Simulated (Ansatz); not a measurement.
# Ni: which magnetic state does the SCF reach?

Aim: see which self-consistent states Ni reaches from different starts at one fixed geometry, and which of them is lowest. The cell (2 atoms) is Ni in its experimental structure (space group Fm-3m, primitive cell doubled). Source: COD entry 9012985; the sample's temperature and pressure aren't taken into account.

Method: DFT LDA, PAW, plane waves, scalar-relativistic, in Ansatz 0.2.0.

## Step 1: The starting structure

It takes space group Fm-3m (No. 225, cubic). Conventional cell: a = 3.535 Å, b = 3.535 Å, c = 3.535 Å, α = 90.00°, β = 90.00°, γ = 90.00°. Ni (site symmetry m-3m) is surrounded by 12 Ni at 2.50 Å.

As a file:

```
CELL_PARAMETERS angstrom
0.00000 -1.76750 -1.76750
-3.53500 -1.76750 -1.76750
0.00000 1.76750 -1.76750
ATOMIC_POSITIONS crystal
Ni 0.00000 0.00000 0.00000
Ni 0.00000 0.50000 0.50000
```

Atoms are counted from 1 in the order of input.yaml (Ni2 and so on).

First come: parallel moments, plain SCF; opposed moments +-, plain SCF; no spin polarisation; spin on, no moments given (the program may seed its own), plain SCF. What is tried next depends on their ends.

“Plain SCF” means no search for lower states. Ends within 0.2 meV/atom and 0.1 μB count as one state.

Site moments are integrals over atomic spheres and don't add up to the total.

## Step 2: Parallel moments, plain SCF

input.yaml reads:

```yaml
crystal:
  lattice:
    - [0.0, -1.7675, -1.7675]
    - [-3.535, -1.7675, -1.7675]
    - [0.0, 1.7675, -1.7675]
  atoms:
    - { symbol: Ni, position: [0.0, 0.0, 0.0], spin: 2.0 }
    - { symbol: Ni, position: [0.0, 0.5, 0.5], spin: 2.0 }
magnetization:
  spin_polarized: true
hamiltonian:
  xc: lda
  pseudopotentials: { kind: paw }
basis:
  ecutwfc: 420
kpoints:
  mp_grid: { grid: [12, 7, 10] }
scf:
  occupations: { method: fermi_dirac, width: 0.1 }
  lower_state_search: "off"
output:
  forces: true
  stress: true
```

Standard output (excerpt; [...] marks lines left out):

```text
Warning: crystal.symmetry: narrowed to the stabiliser of the k-point mesh — unitary ops 32 → 8; excluded 24 operations that carry a point of the 12×7×10 mesh (shift [0, 0, 0]) off the mesh (the run samples exactly the mesh kpoints.mp_grid names, as under crystal.symmetry.detect: false, [...]
Pseudopotentials: kind: paw
Pseudopotential: Ni, paw, valence charge 18, recommended cutoff 420 eV (normal), Ni.paw.azcp
Functional definition: SPW92
[...]
Crystal: 2 atoms, lattice volume = 22.087 Å³
Basis set: ecut = 420 eV, 403 PW (Γ)
Bands: 24, of which v1, the nominal top of the filled ones, is band 18 counted from 1 (17 counted from 0)
Symmetry: 8 space group operations
k-points: 258 of 840
[...]
Starting moments: Σ|m| = 4 μB on 2 of 2 sites
[...]
SCF iter   1: F=—  HF=-11546.126558 eV  |F-HF|=—  |Δ(HF+E_count)|=         —  Δρ=1.28e-1 (↑1.28e-1 ↓1.21e-1)  dr2=1.72e-2  dr2_m=3.11e0  M=1.850 μB ∫|m|=2.032 μB  β_m=0.30  ethr=4.75e-5  ⟨swp⟩=1.1  Hψ=60893  notcnv=0
[...]
spin-set hold released at iteration 1 (the charge has settled, or the pull on large starting moments outlasts its swing): the magnetisation degrees of freedom join the quasi-Newton model from the next iteration; the mixer history was flushed
[...]
SCF iter   9: F=-11546.679642 eV  HF=-11546.679642 eV  |F-HF|=6.46e-9  |Δ(HF+E_count)|=   1.71e-8  Δρ=9.65e-6 (↑3.16e-6 ↓9.65e-6)  dr2=7.73e-9  dr2_m=2.83e-9  M=1.232 μB ∫|m|=1.359 μB  ethr=2.78e-10  ⟨swp⟩=4.0  Hψ=37390  notcnv=0
[...]
SCF converged after 9 iterations
Magnetization: 1.2319 μB (18.6159 up, 17.3841 down)
Absolute magnetization: 1.3608 μB (∫|ρ↑−ρ↓|, with the PAW one-centre terms)
Spin contamination: 0.0091 ħ² per cell (⟨S²⟩ above its minimum at these occupations)
Per-site moments (μB) at R_I (Å): [(0.6439860323219058, 1.0310942694914589), (0.6439860323219053, 1.0310942694914589)]
Free energy (F): -11546.679642 eV
[...]
E sigma→0 (E₀):  -11546.622254 eV
Entropy (-TS):   -0.114775 eV (-57.387 meV/atom)
Fermi energy:    17.361265 eV
[...]
--- Forces (eV/Å), atoms counted from 1 ---
  atom   1  Ni     0.00000000    -0.00000000     0.00000000
  atom   2  Ni     0.00000000    -0.00000000     0.00000000
[...]
--- Stress (GPa, compression-positive) ---
      -18.990274      -0.000617      -0.000617
       -0.000616     -18.947206       0.012305
       -0.000616       0.012305     -18.947206
  P = ⅓ Tr σ = -18.9616 GPa (-189.616 kbar)
```

It took 7.8 s on 2 threads of an Arm CPU, shared host; peak memory 0.45 GiB.

Result: ferromagnetic, site moments Ni1 0.64, Ni2 0.64 μB, total 1.23 μB per cell, no gap on the k-mesh.

## Step 3: Opposed moments +-, plain SCF

Edit input.yaml of step 2 so:

```diff
@@ -7,3 +7,3 @@
     - { symbol: Ni, position: [0.0, 0.0, 0.0], spin: 2.0 }
-    - { symbol: Ni, position: [0.0, 0.5, 0.5], spin: 2.0 }
+    - { symbol: Ni, position: [0.0, 0.5, 0.5], spin: -2.0 }
 magnetization:
```

Standard output (excerpt; [...] marks lines left out):

```text
Warning: crystal.symmetry: narrowed to the stabiliser of the k-point mesh — unitary ops 16 → 4; excluded 12 operations that carry a point of the 12×7×10 mesh (shift [0, 0, 0]) off the mesh (the run samples exactly the mesh kpoints.mp_grid names, as under crystal.symmetry.detect: false, [...]
[... 9 lines as in an earlier run ...]
Symmetry: 4 space group operations
[... 6 lines as in an earlier run ...]
Starting moments: Σ|m| = 4 μB on 2 of 2 sites
[... 2 lines as in an earlier run ...]
spin-down is spin-up translated by (0, 0.5, 0.5): one eigenproblem is solved per k-point and the antiferromagnetic symmetry of the starting moments is kept exactly by this SCF (crystal.symmetry.spin_inversion_symmetry: false solves both channels; [...]
SCF iter   1: F=—  HF=-11545.768837 eV  |F-HF|=—  |Δ(HF+E_count)|=         —  Δρ=1.50e-1 (↑1.50e-1 ↓1.50e-1)  dr2=1.09e-2  dr2_m=4.56e0  M=0.000 μB ∫|m|=1.704 μB  β_m=0.30  ethr=3.03e-5  ⟨swp⟩=1.4  Hψ=31195  notcnv=0
[...]
[... 1 line as in an earlier run ...]
[...]
SCF iter  13: F=-11546.627461 eV  HF=-11546.627461 eV  |F-HF|=6.18e-11  |Δ(HF+E_count)|=  1.09e-10  Δρ=6.00e-7 (↑6.00e-7 ↓6.00e-7)  dr2=6.73e-11  dr2_m=1.10e-12  M=0.000 μB ∫|m|=0.000 μB  ethr=1.46e-12  ⟨swp⟩=1.6  Hψ=15664  notcnv=0
WARN: the starting moments were not kept: the SCF closed with an absolute magnetisation of 9.2e-7 μB, where they sum to 4 μB in size (2 sites). That is at most 0.1 of that sum. Measured as dr2_m measures the in/out step, that magnetisation stands 9.4e-13 eV from none, at or under the [...]
SCF converged after 13 iterations
Magnetization: 0.0000 μB (18.0000 up, 18.0000 down)
Absolute magnetization: 0.0000 μB (∫|ρ↑−ρ↓|, with the PAW one-centre terms)
Spin contamination: 0.0000 ħ² per cell (⟨S²⟩ above its minimum at these occupations)
Per-site moments (μB) at R_I (Å): [(3.479985748850185e-7, 1.0310942694914589), (-3.479985748850185e-7, 1.0310942694914589)]
Free energy (F): -11546.627461 eV
[...]
E sigma→0 (E₀):  -11546.539028 eV
Entropy (-TS):   -0.176867 eV (-88.434 meV/atom)
Fermi energy:    17.229111 eV
[...]
--- Forces (eV/Å), atoms counted from 1 ---
  atom   1  Ni     0.00000000    -0.00000000     0.00000000
  atom   2  Ni     0.00000000    -0.00000000     0.00000000
[...]
--- Stress (GPa, compression-positive) ---
      -19.602536      -0.029143      -0.029143
       -0.029143     -19.969282       0.025067
       -0.029143       0.025067     -19.969282
  P = ⅓ Tr σ = -19.8470 GPa (-198.470 kbar)
```

Wall time 5.5 s (2 threads of an Arm CPU, shared host); peak memory 0.43 GiB.

The state reached is non-magnetic, no gap on the k-mesh. It lies 26.1 meV/atom above the lowest state so far (step 2).

## Step 4: No spin polarisation

Edit input.yaml of step 3 so:

```diff
@@ -6,6 +6,4 @@
   atoms:
-    - { symbol: Ni, position: [0.0, 0.0, 0.0], spin: 2.0 }
-    - { symbol: Ni, position: [0.0, 0.5, 0.5], spin: -2.0 }
-magnetization:
-  spin_polarized: true
+    - { symbol: Ni, position: [0.0, 0.0, 0.0] }
+    - { symbol: Ni, position: [0.0, 0.5, 0.5] }
 hamiltonian:
```

Standard output (excerpt; [...] marks lines left out):

```text
[... 9 lines as in an earlier run ...]
Bands: 22, of which v1, the nominal top of the filled ones, is band 18 counted from 1 (17 counted from 0)
[... 6 lines as in an earlier run ...]
[...]
[... 2 lines as in an earlier run ...]
SCF iter   1: F=—  HF=-11546.641617 eV  |F-HF|=—  |Δ(HF+E_count)|=         —  Δρ=2.65e-2  dr2=7.03e-2  ethr=1.77e-3  ⟨swp⟩=4.4  Hψ=20489  notcnv=0
[...]
SCF iter   6: F=-11546.627461 eV  HF=-11546.627461 eV  |F-HF|=1.52e-9  |Δ(HF+E_count)|=   1.09e-7  Δρ=4.57e-6  dr2=2.06e-9  ethr=2.78e-10  ⟨swp⟩=3.1  Hψ=21664  notcnv=0
[...]
SCF converged after 6 iterations
Free energy (F): -11546.627461 eV
[...]
E sigma→0 (E₀):  -11546.539028 eV
Entropy (-TS):   -0.176867 eV (-88.434 meV/atom)
Fermi energy:    17.229089 eV
[... 25 lines left out: energy terms, forces, stress ...]
```

It took 2.6 s on 2 threads of an Arm CPU, shared host; peak memory 0.37 GiB.

Nothing new: the 6 iterations lead to the state found in step 3 (non-magnetic).

## Step 5: Spin on, no moments given (the program may seed its own), plain SCF

Edit input.yaml of step 4 so:

```diff
@@ -21 +21,3 @@
   stress: true
+magnetization:
+  spin_polarized: true
```

Standard output (excerpt; [...] marks lines left out):

```text
[... 1 line as in an earlier run ...]
band count auto-derived: 24 (N_el = 36.0; filled up to band 18; 22 by the electrons, moments and atoms)
[... 18 lines as in an earlier run ...]
[...]
SCF iter   1: F=—  HF=-11545.241235 eV  |F-HF|=—  |Δ(HF+E_count)|=         —  Δρ=1.90e-1 (↑1.67e-1 ↓1.90e-1)  dr2=8.50e-2  dr2_m=6.42e0  M=2.559 μB ∫|m|=2.559 μB  ethr=7.64e-5  ⟨swp⟩=1.3  Hψ=30793  notcnv=0
[...]
SCF iter  10: F=-11546.679642 eV  HF=-11546.679642 eV  |F-HF|=1.30e-9  |Δ(HF+E_count)|=   1.09e-7  Δρ=5.55e-6 (↑1.72e-6 ↓5.55e-6)  dr2=4.17e-9  dr2_m=1.20e-9  M=1.232 μB ∫|m|=1.359 μB  ethr=2.78e-10  ⟨swp⟩=3.8  Hψ=38254  notcnv=0
[...]
SCF converged after 10 iterations
Magnetization: 1.2319 μB (18.6159 up, 17.3841 down)
Absolute magnetization: 1.3608 μB (∫|ρ↑−ρ↓|, with the PAW one-centre terms)
Spin contamination: 0.0091 ħ² per cell (⟨S²⟩ above its minimum at these occupations)
Per-site moments (μB) at R_I (Å): [(0.6439860591592032, 1.0310942694914589), (0.6439860591592029, 1.0310942694914589)]
Free energy (F): -11546.679642 eV
[...]
E sigma→0 (E₀):  -11546.622254 eV
Entropy (-TS):   -0.114775 eV (-57.387 meV/atom)
Fermi energy:    17.361216 eV
[... 25 lines left out: energy terms, forces, stress ...]
```

Run time: 7.3 s. Hardware: 2 threads of an Arm CPU, shared host; peak memory 0.45 GiB.

The run ends in the same state as step 2 (ferromagnetic); it took 10 iterations.

## Step 6: Parallel moments scaled by 0.2, plain SCF

Edit input.yaml of step 5 so:

```diff
@@ -6,4 +6,6 @@
   atoms:
-    - { symbol: Ni, position: [0.0, 0.0, 0.0] }
-    - { symbol: Ni, position: [0.0, 0.5, 0.5] }
+    - { symbol: Ni, position: [0.0, 0.0, 0.0], spin: 0.4 }
+    - { symbol: Ni, position: [0.0, 0.5, 0.5], spin: 0.4 }
+magnetization:
+  spin_polarized: true
 hamiltonian:
@@ -21,3 +23 @@
   stress: true
-magnetization:
-  spin_polarized: true
```

Standard output (excerpt; [...] marks lines left out):

```text
[... 9 lines as in an earlier run ...]
Bands: 23, of which v1, the nominal top of the filled ones, is band 18 counted from 1 (17 counted from 0)
[... 7 lines as in an earlier run ...]
Starting moments: Σ|m| = 0.8 μB on 2 of 2 sites
[... 2 lines as in an earlier run ...]
[...]
SCF iter   1: F=—  HF=-11546.645725 eV  |F-HF|=—  |Δ(HF+E_count)|=         —  Δρ=2.36e-2 (↑2.36e-2 ↓1.70e-2)  dr2=2.47e-2  dr2_m=6.55e-2  M=0.881 μB ∫|m|=0.909 μB  β_m=1.00  ethr=6.90e-5  ⟨swp⟩=1.0  Hψ=58746  notcnv=0
[...]
spin-set hold released at iteration 9 (site moments contracting): the magnetisation degrees of freedom join the quasi-Newton model from the next iteration; the mixer history was flushed
[...]
SCF iter  15: F=-11546.679642 eV  HF=-11546.679642 eV  |F-HF|=6.64e-10  |Δ(HF+E_count)|=   2.97e-8  Δρ=3.63e-6 (↑5.48e-7 ↓3.63e-6)  dr2=8.59e-10  dr2_m=6.27e-10  M=1.232 μB ∫|m|=1.359 μB  ethr=4.88e-11  ⟨swp⟩=2.4  Hψ=37316  notcnv=0
[...]
SCF converged after 15 iterations
Magnetization: 1.2319 μB (18.6159 up, 17.3841 down)
Absolute magnetization: 1.3608 μB (∫|ρ↑−ρ↓|, with the PAW one-centre terms)
Spin contamination: 0.0091 ħ² per cell (⟨S²⟩ above its minimum at these occupations)
Per-site moments (μB) at R_I (Å): [(0.643979272258659, 1.0310942694914589), (0.6439792722586587, 1.0310942694914589)]
Free energy (F): -11546.679642 eV
[...]
E sigma→0 (E₀):  -11546.622254 eV
Entropy (-TS):   -0.114776 eV (-57.388 meV/atom)
Fermi energy:    17.361247 eV
[... 25 lines left out: energy terms, forces, stress ...]
```

Wall time 13 s (2 threads of an Arm CPU, shared host); peak memory 0.43 GiB.

The run ends in the same state as step 2 (ferromagnetic); it took 15 iterations.

## Step 7: Moments ++ scaled by 0.65, plain SCF

Edit input.yaml of step 6 so:

```diff
@@ -6,4 +6,4 @@
   atoms:
-    - { symbol: Ni, position: [0.0, 0.0, 0.0], spin: 0.4 }
-    - { symbol: Ni, position: [0.0, 0.5, 0.5], spin: 0.4 }
+    - { symbol: Ni, position: [0.0, 0.0, 0.0], spin: 1.3 }
+    - { symbol: Ni, position: [0.0, 0.5, 0.5], spin: 1.3 }
 magnetization:
```

Standard output (excerpt; [...] marks lines left out):

```text
[... 17 lines as in an earlier run ...]
Starting moments: Σ|m| = 2.6 μB on 2 of 2 sites
[... 2 lines as in an earlier run ...]
[...]
SCF iter   1: F=—  HF=-11546.530701 eV  |F-HF|=—  |Δ(HF+E_count)|=         —  Δρ=5.33e-2 (↑4.92e-2 ↓5.33e-2)  dr2=9.54e-3  dr2_m=5.18e-1  M=1.531 μB ∫|m|=1.638 μB  β_m=0.30  ethr=2.65e-5  ⟨swp⟩=1.3  Hψ=61612  notcnv=0
[...]
spin-set hold released at iteration 8 (site moments contracting): the magnetisation degrees of freedom join the quasi-Newton model from the next iteration; the mixer history was flushed
[...]
SCF iter  15: F=-11546.679642 eV  HF=-11546.679642 eV  |F-HF|=1.39e-9  |Δ(HF+E_count)|=   5.39e-9  Δρ=4.45e-6 (↑1.54e-6 ↓4.45e-6)  dr2=1.52e-9  dr2_m=4.91e-10  M=1.232 μB ∫|m|=1.359 μB  ethr=5.12e-11  ⟨swp⟩=2.0  Hψ=36339  notcnv=0
[...]
SCF converged after 15 iterations
Magnetization: 1.2319 μB (18.6159 up, 17.3841 down)
Absolute magnetization: 1.3608 μB (∫|ρ↑−ρ↓|, with the PAW one-centre terms)
Spin contamination: 0.0091 ħ² per cell (⟨S²⟩ above its minimum at these occupations)
Per-site moments (μB) at R_I (Å): [(0.643985488077399, 1.0310942694914589), (0.6439854880773987, 1.0310942694914589)]
Free energy (F): -11546.679642 eV
[...]
E sigma→0 (E₀):  -11546.622254 eV
Entropy (-TS):   -0.114775 eV (-57.388 meV/atom)
Fermi energy:    17.361231 eV
[... 25 lines left out: energy terms, forces, stress ...]
```

Run time: 13 s. Hardware: 2 threads of an Arm CPU, shared host; peak memory 0.44 GiB.

This is the state of step 2 again (ferromagnetic), after 15 iterations.

## Step 8: A moment on one site alone, plain SCF

Edit input.yaml of step 7 so:

```diff
@@ -6,4 +6,4 @@
   atoms:
-    - { symbol: Ni, position: [0.0, 0.0, 0.0], spin: 1.3 }
-    - { symbol: Ni, position: [0.0, 0.5, 0.5], spin: 1.3 }
+    - { symbol: Ni, position: [0.0, 0.0, 0.0] }
+    - { symbol: Ni, position: [0.0, 0.5, 0.5], spin: 2.0 }
 magnetization:
```

Standard output (excerpt; [...] marks lines left out):

```text
[... 17 lines as in an earlier run ...]
Starting moments: Σ|m| = 2 μB on 1 of 2 sites
[... 2 lines as in an earlier run ...]
SCF iter   1: F=—  HF=-11546.440553 eV  |F-HF|=—  |Δ(HF+E_count)|=         —  Δρ=1.15e-1 (↑1.15e-1 ↓3.22e-2)  dr2=1.94e0  dr2_m=9.42e-1  M=1.422 μB ∫|m|=1.511 μB  β_m=0.30  ethr=3.10e-3  ⟨swp⟩=4.7  Hψ=42676  notcnv=0
[...]
spin-set hold released at iteration 5 (the charge has settled, or the pull on large starting moments outlasts its swing): the magnetisation degrees of freedom join the quasi-Newton model from the next iteration; the mixer history was flushed
[...]
SCF iter  20: F=-11546.679642 eV  HF=-11546.679642 eV  |F-HF|=1.50e-8  |Δ(HF+E_count)|=   1.04e-8  Δρ=7.48e-6 (↑1.95e-6 ↓7.48e-6)  dr2=1.60e-8  dr2_m=1.76e-9  M=1.232 μB ∫|m|=1.359 μB  ethr=1.51e-10  ⟨swp⟩=2.1  Hψ=35465  notcnv=0
[...]
SCF converged after 20 iterations
Magnetization: 1.2319 μB (18.6159 up, 17.3841 down)
Absolute magnetization: 1.3608 μB (∫|ρ↑−ρ↓|, with the PAW one-centre terms)
Spin contamination: 0.0091 ħ² per cell (⟨S²⟩ above its minimum at these occupations)
Per-site moments (μB) at R_I (Å): [(0.6439965242039467, 1.0310942694914589), (0.6439672432576745, 1.0310942694914589)]
Free energy (F): -11546.679642 eV
[...]
E sigma→0 (E₀):  -11546.622254 eV
Entropy (-TS):   -0.114775 eV (-57.388 meV/atom)
Fermi energy:    17.361228 eV
[... 25 lines left out: energy terms, forces, stress ...]
```

Wall time 13 s (2 threads of an Arm CPU, shared host); peak memory 0.45 GiB.

The run ends in the same state as step 2 (ferromagnetic); it took 20 iterations.

## Step 9: Parallel moments, Broyden mixing, no switch to direct minimisation

Edit input.yaml of step 8 so:

```diff
@@ -6,3 +6,3 @@
   atoms:
-    - { symbol: Ni, position: [0.0, 0.0, 0.0] }
+    - { symbol: Ni, position: [0.0, 0.0, 0.0], spin: 2.0 }
     - { symbol: Ni, position: [0.0, 0.5, 0.5], spin: 2.0 }
@@ -20,2 +20,4 @@
   lower_state_search: "off"
+  algorithm: density_mixing
+  mixing: { algorithm: broyden, beta: 0.3 }
 output:
```

Standard output (excerpt; [...] marks lines left out):

```text
[... 17 lines as in an earlier run ...]
Starting moments: Σ|m| = 4 μB on 2 of 2 sites
[... 3 lines as in an earlier run ...]
SCF iter   1: F=—  HF=-11546.126558 eV  |F-HF|=—  |Δ(HF+E_count)|=         —  Δρ=1.28e-1 (↑1.28e-1 ↓1.21e-1)  dr2=1.72e-2  dr2_m=3.11e0  M=1.850 μB ∫|m|=2.032 μB  β_m=0.56  ethr=4.75e-5  ⟨swp⟩=1.1  Hψ=60893  notcnv=0
[...]
[... 1 line as in an earlier run ...]
[...]
SCF iter  15: F=-11546.679642 eV  HF=-11546.679642 eV  |F-HF|=4.60e-10  |Δ(HF+E_count)|=   2.02e-7  Δρ=1.25e-6 (↑1.25e-6 ↓7.60e-7)  dr2=5.70e-11  dr2_m=1.64e-10  M=1.232 μB ∫|m|=1.359 μB  ethr=4.73e-12  ⟨swp⟩=4.0  Hψ=38575  notcnv=0
[...]
this state was not tested for a lower state beside it, because the mixer in use, unlike msr1, does not test its closes by its own steps (another_mixer; see scf.mixing.algorithm and scf.lower_state_search)
SCF converged after 15 iterations
Magnetization: 1.2319 μB (18.6159 up, 17.3841 down)
Absolute magnetization: 1.3608 μB (∫|ρ↑−ρ↓|, with the PAW one-centre terms)
Spin contamination: 0.0091 ħ² per cell (⟨S²⟩ above its minimum at these occupations)
Per-site moments (μB) at R_I (Å): [(0.6439873994557914, 1.0310942694914589), (0.6439873994557913, 1.0310942694914589)]
Free energy (F): -11546.679642 eV
[...]
E sigma→0 (E₀):  -11546.622254 eV
Entropy (-TS):   -0.114775 eV (-57.387 meV/atom)
Fermi energy:    17.361239 eV
[... 25 lines left out: energy terms, forces, stress ...]
```

Wall time 13 s (2 threads of an Arm CPU, shared host); peak memory 0.44 GiB.

The run ends in the same state as step 2 (ferromagnetic); it took 15 iterations.

## Step 10: Parallel moments, spin not held back in the first iterations, no switch to direct minimisation

Edit input.yaml of step 9 so:

```diff
@@ -21,3 +21,3 @@
   algorithm: density_mixing
-  mixing: { algorithm: broyden, beta: 0.3 }
+  mixing: { spin_hold: "off" }
 output:
```

Standard output (excerpt; [...] marks lines left out):

```text
[... 17 lines as in an earlier run ...]
Starting moments: Σ|m| = 4 μB on 2 of 2 sites
[... 2 lines as in an earlier run ...]
[...]
SCF iter   1: F=—  HF=-11546.086943 eV  |F-HF|=—  |Δ(HF+E_count)|=         —  Δρ=1.22e-1 (↑1.22e-1 ↓1.17e-1)  dr2=1.53e-2  dr2_m=2.88e0  M=1.839 μB ∫|m|=1.988 μB  β_m=0.30  ethr=4.24e-5  ⟨swp⟩=1.1  Hψ=60929  notcnv=0
[...]
SCF iter   9: F=-11546.679642 eV  HF=-11546.679642 eV  |F-HF|=5.59e-9  |Δ(HF+E_count)|=   2.34e-8  Δρ=9.27e-6 (↑2.76e-6 ↓9.27e-6)  dr2=6.51e-9  dr2_m=2.78e-9  M=1.232 μB ∫|m|=1.359 μB  ethr=7.81e-11  ⟨swp⟩=2.1  Hψ=38054  notcnv=0
[...]
SCF converged after 9 iterations
Magnetization: 1.2319 μB (18.6159 up, 17.3841 down)
Absolute magnetization: 1.3608 μB (∫|ρ↑−ρ↓|, with the PAW one-centre terms)
Spin contamination: 0.0091 ħ² per cell (⟨S²⟩ above its minimum at these occupations)
Per-site moments (μB) at R_I (Å): [(0.6439857141831159, 1.0310942694914589), (0.6439857141831157, 1.0310942694914589)]
Free energy (F): -11546.679642 eV
[...]
E sigma→0 (E₀):  -11546.622254 eV
Entropy (-TS):   -0.114775 eV (-57.387 meV/atom)
Fermi energy:    17.361263 eV
[... 25 lines left out: energy terms, forces, stress ...]
```

It took 9.2 s on 2 threads of an Arm CPU, shared host; peak memory 0.45 GiB.

Nothing new: the 9 iterations lead to the state found in step 2 (ferromagnetic).

## Step 11: Comparing the starts

```csv
step,iterations,state,moments of Ni1 Ni2 (μB),total (μB),gap (eV),pressure (GPa),above lowest (meV/atom)
2,9,1,0.64 0.64,1.23,none,-19.0,0.0
3,13,2,0.00 0.00,0.00,none,-19.8,26.1
4,6,2,0.00 0.00,0.00,none,-19.8,26.1
5,10,1,0.64 0.64,1.23,none,-19.0,0.0
6,15,1,0.64 0.64,1.23,none,-19.0,0.0
7,15,1,0.64 0.64,1.23,none,-19.0,0.0
8,20,1,0.64 0.64,1.23,none,-19.0,0.0
9,15,1,0.64 0.64,1.23,none,-19.0,0.0
10,9,1,0.64 0.64,1.23,none,-19.0,0.0
```

States are numbered from the lowest. Starts by step: 2 parallel moments, plain SCF; 3 opposed moments +-, plain SCF; 4 no spin polarisation; 5 spin on, no moments given (the program may seed its own), plain SCF; 6 parallel moments scaled by 0.2, plain SCF; 7 moments ++ scaled by 0.65, plain SCF; 8 a moment on one site alone, plain SCF; 9 parallel moments, Broyden mixing, no switch to direct minimisation; 10 parallel moments, spin not held back in the first iterations, no switch to direct minimisation.

The 9 runs of this session took 83 s in all, from 2.6 s to 13 s each.

Decimal logarithm of the largest residual (eV) by iteration, counted through all cycles of a run (7 of the 9 runs):

```csv
iteration,step 2,step 3,step 4,step 5,step 6,step 7,step 9
1,0.5,0.7,-1.2,0.8,-1.2,-0.3,0.5
2,0.3,0.5,-2.1,-0.3,-1.6,-0.5,0.0
3,0.5,0.1,-4.1,-0.5,-2.2,-0.7,-1.9
4,-2.4,-1.4,-6.2,-0.2,-2.5,-0.9,-2.4
5,-3.2,-2.2,-6.5,-2.7,-2.6,-1.1,-2.3
6,-4.2,-2.8,-8.7,-3.1,-2.8,-1.3,-3.3
7,-5.1,-4.0,-,-3.5,-3.0,-1.5,-4.4
9,-8.1,-5.4,-,-6.5,-3.3,-1.9,-5.2
10,-,-5.7,-,-8.4,-3.0,-1.4,-5.3
11,-,-7.2,-,-,-2.9,-2.5,-7.1
12,-,-9.3,-,-,-2.2,-4.7,-6.8
14,-,-,-,-,-7.4,-7.7,-6.9
15,-,-,-,-,-9.1,-8.8,-9.8
```

## Step 12: Results

```
                      quantity                               value
               distinct states             2 from 9 converged runs
lowest state from plain starts                       ferromagnetic
                   its moments               Ni1 0.64, Ni2 0.64 μB
                  total moment                    1.23 μB per cell
             gap on the k-mesh                                none
                      pressure                           -19.0 GPa
                 largest force                          0.000 eV/Å
                    next state  non-magnetic, 26.1 meV/atom higher
```

9 runs converged, to 2 different states. Switching spin polarisation off costs 26.1 meV/atom in free energy, smearing entropy included. A lower state than any found can't be excluded. The mesh has less symmetry than the lattice, which lowers the symmetry of the run.
